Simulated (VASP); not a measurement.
# SnTe (Fm-3m) in VASP: notebook, part 3 of 3

VASP 6.6.1. The steps go on from the part before.

## Step 5: Single point, PBE

INCAR

```
SYSTEM = SnTe
  ALGO = Normal
  EDIFF = 1E-7
  ENCUT = 520
  GGA = PE
  ISIF = 2
  ISMEAR = 0
  LASPH = .True.
  LCHARG = .False.
  LREAL = .False.
  LWAVE = .False.
  NBANDS = 17
  NELM = 100
  PREC = Accurate
  SIGMA = 0.02
```

KPOINTS

```
k-points
0
Gamma
  8 8 8
  0 0 0
```

POSCAR

```
SnTe
1.0
    0.0000000000      3.1508500000      3.1508500000
    3.1508500000      0.0000000000      3.1508500000
    3.1508500000      3.1508500000      0.0000000000
Sn Te
1 1
Direct
    0.0000000000      0.0000000000      0.0000000000
    0.5000000000      0.5000000000      0.5000000000
```

Potentials or basis: VASP PAW PBE potentials, release 64 (Sn_d, Te).

The run is started by

```bash
cat potpaw_PBE.64/Sn_d/POTCAR potpaw_PBE.64/Te/POTCAR > POTCAR
mpirun -np 1 vasp_std > vasp.out
```

OUTCAR:

```text
SYSTEM = SnTe
   EDIFF = 1E-7
   ENCUT = 520
   GGA = PE
   ISIF = 2
   ISMEAR = 0
   LASPH = .True.
   LREAL = .False.
   NELM = 100
   PREC = Accurate

 ion  position               nearest neighbor table
   1  0.000  0.000  0.000-   2 3.15   2 3.15   2 3.15   2 3.15   2 3.15   2 3.15
   2  0.500  0.500  0.500-   1 3.15   1 3.15   1 3.15   1 3.15   1 3.15   1 3.15

  LATTYP: Found a face centered cubic cell.
 ALAT       =     6.3017000000

  Lattice vectors:

 A1 = (   0.0000000000,   3.1508500000,   3.1508500000)
 A2 = (   3.1508500000,   0.0000000000,   3.1508500000)
 A3 = (   3.1508500000,   3.1508500000,   0.0000000000)

Analysis of symmetry for initial positions (statically):
=====================================================================
 Subroutine PRICEL returns:
 Original cell was already a primitive cell.

 Routine SETGRP: Setting up the symmetry group for a
 face centered cubic supercell.

 Subroutine GETGRP returns: Found 48 space group operations
 (whereof 48 operations were pure point group operations)
 out of a pool of 48 trial point group operations.

The static configuration has the point symmetry O_h .

Analysis of symmetry for dynamics (positions and initial velocities):
=====================================================================
 Subroutine PRICEL returns:
 Original cell was already a primitive cell.

 Routine SETGRP: Setting up the symmetry group for a
 face centered cubic supercell.

 Subroutine GETGRP returns: Found 48 space group operations
 (whereof 48 operations were pure point group operations)
 out of a pool of 48 trial point group operations.

The dynamic configuration has the point symmetry O_h .

 Subroutine INISYM returns: Found 48 space group operations
 (whereof 48 operations are pure point group operations),
 and found     1 'primitive' translations

----------------------------------------------------------------------------------------

                                     Primitive cell

  volume of cell :      62.5624

  direct lattice vectors                    reciprocal lattice vectors
     0.000000000  3.150850000  3.150850000    -0.158687338  0.158687338  0.158687338
     3.150850000  0.000000000  3.150850000     0.158687338 -0.158687338  0.158687338
     3.150850000  3.150850000  0.000000000     0.158687338  0.158687338 -0.158687338

  length of vectors
     4.455974803  4.455974803  4.455974803     0.274854533  0.274854533  0.274854533

  position of ions in fractional coordinates (direct lattice)
     0.000000000  0.000000000  0.000000000
     0.500000000  0.500000000  0.500000000

  ion indices of the primitive-cell ions
   primitive index   ion index
                 1           1
                 2           2

----------------------------------------------------------------------------------------

 KPOINTS: k-points

Automatic generation of k-mesh.
 Grid dimensions read from file:
 generate k-points for:    8    8    8

 Generating k-lattice:

  Cartesian coordinates                     Fractional coordinates (reciprocal lattice)
    -0.019835917  0.019835917  0.019835917     0.125000000  0.000000000  0.000000000
     0.019835917 -0.019835917  0.019835917     0.000000000  0.125000000  0.000000000
     0.019835917  0.019835917 -0.019835917     0.000000000  0.000000000  0.125000000

  Length of vectors
     0.034356817  0.034356817  0.034356817

  Shift w.r.t. Gamma in fractional coordinates (k-lattice)
     0.000000000  0.000000000  0.000000000

 Subroutine IBZKPT returns following result:
 ===========================================

 Found     29 irreducible k-points:

 Following reciprocal coordinates:
            Coordinates               Weight
  0.000000  0.000000  0.000000      1.000000
  0.125000  0.000000  0.000000      8.000000
  0.250000  0.000000  0.000000      8.000000
  0.375000  0.000000  0.000000      8.000000
  0.500000  0.000000  0.000000      4.000000
  0.125000  0.125000  0.000000      6.000000
[... 16 lines left out ...]
  0.500000  0.250000  0.125000     48.000000
 -0.375000  0.250000  0.125000     24.000000
 [... further k-points ...]
   k-points           NKPTS =     29   k-points in BZ     NKDIM =     29   number of bands    NBANDS=     17
   number of dos      NEDOS =    301   number of ions     NIONS =      2
   total plane-waves  NPLWV =  46656
   dimension x,y,z NGX =    36 NGY =   36 NGZ =   36
   dimension x,y,z NGXF=    72 NGYF=   72 NGZF=   72
   ions per type =               1   1
   NGX,Y,Z   is equivalent  to a cutoff of  13.43, 13.43, 13.43 a.u.
   NGXF,Y,Z  is equivalent  to a cutoff of  26.86, 26.86, 26.86 a.u.
 SYSTEM =  SnTe
   PREC   = accura    normal or accurate (medium, high low for compatibility)
   ISTART =      0    job   : 0-new  1-cont  2-samecut
   ICHARG =      2    charge: 1-file 2-atom 10-const
   ISPIN  =      1    spin polarized calculation?
   LNONCOLLINEAR =      F non collinear calculations
   LSORBIT =      F    spin-orbit coupling
   LASPH  =      T    aspherical Exc in radial PAW
   ENCUT  =  520.0 eV  38.22 Ry    6.18 a.u.   8.29  8.29  8.29*2*pi/ulx,y,z
   NELM   =    100;   NELMIN=  2; NELMDL= -5     # of ELM steps
   EDIFF  = 0.1E-06   stopping-criterion for ELM
   LREAL  =      F    real-space projection
   EDIFFG = 0.1E-05   stopping-criterion for IOM
   NSW    =      0    number of steps for IOM
   IBRION =     -1    ionic relax: 0-MD 1-quasi-New 2-CG
   NFREE  =      0    steps in history (QN), initial steepest desc. (CG)
   ISIF   =      2    stress and relaxation
   ISYM   =      2    0-nonsym 1-usesym 2-fastsym
   POTIM  = 0.5000    time-step for ionic-motion
   TEBEG  =    0.0;   TEEND  =   0.0 temperature during run
   PSTRESS=    0.0 pullay stress
   NELECT =      20.0000    total number of electrons
   NUPDOWN=      -1.0000    fix difference up-down
   EMIN   =  10.00;   EMAX   =-10.00  energy-range for DOS
   EFERMI =   0.00;   METHOD = LEGACY
   ISMEAR =     0;   SIGMA  =   0.02  broadening in eV -4-tet -1-fermi 0-gaus
   EFERMI_NEDOS =   21; number of points for ismear=-14 and -15
   IALGO  =     38    algorithm
   IMIX   =      4    mixing-type and parameters
     AMIX     =   0.40;   BMIX     =  1.00
     AMIX_MAG =   1.60;   BMIX_MAG =  1.00
  volume/ion in A,a.u.               =      31.28       211.10
  Fermi-wavevector in a.u.,A,eV,Ry     =   1.119387  2.115336 17.048485  1.253028
  Thomas-Fermi vector in A             =   2.256026
   LORBIT       =      0    0 simple, 1 ext, 2 COOP (PROOUT), +10 PAW based schemes
   GGA     = PE    functional components
   LHFCALC =     F    Hartree Fock is set to
   AEXX    =    0.0000 exact exchange contribution
   IVDW    =     0    specifies the selected vdW correction
   LEPSILON=     F    determine dielectric tensor
   LRPA    =     F    only Hartree local field effects (RPA)
 non-spin polarized calculation
 Gauss-broadening in eV      SIGMA  =   0.02
  energy-cutoff  :      520.00
  volume of cell :       62.56
 maximum number of plane-waves:      1708
 NGX is ok and might be reduce to    36
   NGX = 17   NGY = 17   NGZ = 17

 number of electron      19.9999998 magnetization

 Free energy of the ion-electron system (eV)
  ---------------------------------------------------
  ext. energy  EPLUGINS =         0.00000000
  ---------------------------------------------------
  free energy    TOTEN  =        -7.54100287 eV

  energy without entropy =       -7.54100233  energy(sigma->0) =       -7.54100260

 E-fermi :   7.0168     XC(G=0):  -9.4956

 val. band max:        6.9687231289   @ k =   0.5000   0.0000   0.0000
 cond. band min:       7.0648529914   @ k =   0.5000   0.0000   0.0000
 fundamental gap:      0.0961298625
 Fermi energy:         7.0167880702

 k-point     1 :       0.0000    0.0000    0.0000
  band No.  band energies     occupation
      1     -14.9512      2.00000
      2     -14.9512      2.00000
      3     -14.9454      2.00000
      4     -14.9454      2.00000
      5     -14.9454      2.00000
      6      -5.8469      2.00000
[... 9 lines left out ...]
     16      11.7071      0.00000
     17      13.7776      0.00000
[... 441 lines left out ...]
 k-point    24 :      -0.3750    0.2500    0.1250
  band No.  band energies     occupation
      1     -14.9597      2.00000
      2     -14.9537      2.00000
      3     -14.9424      2.00000
      4     -14.9403      2.00000
      5     -14.9371      2.00000
      6      -4.3815      2.00000
[... 9 lines left out ...]
     16      16.3496      0.00000
     17      16.4511      0.00000

 [... further k-points ...]

------------------------ aborting loop because EDIFF is reached ----------------------------------------

  FORCE on cell =-STRESS in cart. coord.  units (eV):
  Direction    XX          YY          ZZ          XY          YZ          ZX
  --------------------------------------------------------------------------------------
  -------------------------------------------------------------------------------------
  Total        0.8866789      0.8866789      0.8866789      0.0000000      0.0000000     -0.0000000
  in kB       22.7072111     22.7072111     22.7072111      0.0000000      0.0000000     -0.0000000
  external PRESSURE =      22.7072111 kB  Pullay stress =       0.0000000 kB

 VOLUME and BASIS-vectors are now :
 -----------------------------------------------------------------------------
  energy-cutoff  :      520.00
  volume of cell :       62.56
      direct lattice vectors                 reciprocal lattice vectors
     0.000000000  3.150850000  3.150850000    -0.158687338  0.158687338  0.158687338
     3.150850000  0.000000000  3.150850000     0.158687338 -0.158687338  0.158687338
     3.150850000  3.150850000  0.000000000     0.158687338  0.158687338 -0.158687338

 POSITION                                       TOTAL-FORCE (eV/Angst)
 -----------------------------------------------------------------------------------
      0.00000      0.00000      0.00000         0.000000      0.000000      0.000000
      3.15085      3.15085      3.15085         0.000000      0.000000      0.000000
 -----------------------------------------------------------------------------------
    total drift:                               -0.000000      0.000000      0.000000

  FREE ENERGIE OF THE ION-ELECTRON SYSTEM (eV)
  ---------------------------------------------------
  free  energy   TOTEN  =        -7.5410028721 eV

  energy  without entropy=       -7.5410023252  energy(sigma->0) =       -7.54100260
```

stdout:

```text
POSCAR found type information on POSCAR SnTe
 POSCAR found :  2 types and       2 ions
 scaLAPACK will be used
 LDA part: xc-table for (Slater+PW92), standard interpolation
 POSCAR, INCAR and KPOINTS ok, starting setup
 FFT: planning ... GRIDC
 FFT: planning ... GRID_SOFT
 FFT: planning ... GRID
 WAVECAR not read
 entering main loop
```

It took 46 s on 1 thread of Intel Xeon Platinum 8488C (Sapphire Rapids), shared host; peak memory 0.21 GiB.

What came out:

```yaml
Free_energy: -7.5410 eV
Pressure: 2.3 GPa
Band_gap_on_the_k_mesh: 0.10 eV, direct
```

Levels at points of the mesh, in eV from the valence-band top:
```csv
k point,band 7,band 8,band 9,band 10,band 11,band 12,band 13,band 14
"(0.00, 0.00, 0.00)",-4.69,-2.16,-2.16,-2.16,3.34,3.34,3.34,4.74
"(0.50, 0.00, 0.00)",-8.35,-1.82,-1.82,0.00,0.10,0.35,0.35,7.77
"(0.50, 0.50, 0.00)",-6.48,-5.59,-3.76,-3.76,2.16,4.92,4.92,6.38
```

Caveat: spin-orbit coupling is left out, which moves the levels of the heavy elements.

## Step 6: The runs side by side

| k mesh | mesh quality | gap on the mesh (eV) | pressure (GPa) |
| --- | --- | --- | --- |
| 4 × 4 × 4 | coarse | 0.09 | 1.5 |
| 6 × 6 × 6 | not flagged | 0.10 | 2.2 |
| 8 × 8 × 8 | not flagged | 0.10 | 2.3 |

Alike in all rows: task single point; level PBE; potentials or basis VASP PAW PBE potentials, release 64 (Sn_d, Te); no spin polarisation; cell as given; cutoff (eV) 520; smearing gaussian 0.02 eV.

Caveats: some runs use coarse meshes; spin-orbit coupling is left out, which moves the levels of the heavy elements.

Total energies depend on the potentials used, so only differences within one code and one set of settings carry meaning.

## Step 7: Comparison with measurements

Step 4. Against the measured gap of SnTe, 0.18 eV (direct; 300 K; a printed reference work, textbook), the calculated 0.10 eV is off by -0.08 eV. Spin-orbit coupling on Sn, Te is left out. The value is that of PBE on a finite k mesh, which can miss the band edges, without temperature or zero-point motion. Semilocal functionals fall short of measured gaps as a rule.

Step 5. Measured gap of SnTe: 0.18 eV (direct; 300 K; a printed reference work, textbook). This calculation gives 0.10 eV (-0.08 eV). Spin-orbit coupling on Sn, Te is left out. The value is that of PBE on a finite k mesh, which can miss the band edges, without temperature or zero-point motion. Semilocal functionals fall short of measured gaps as a rule.
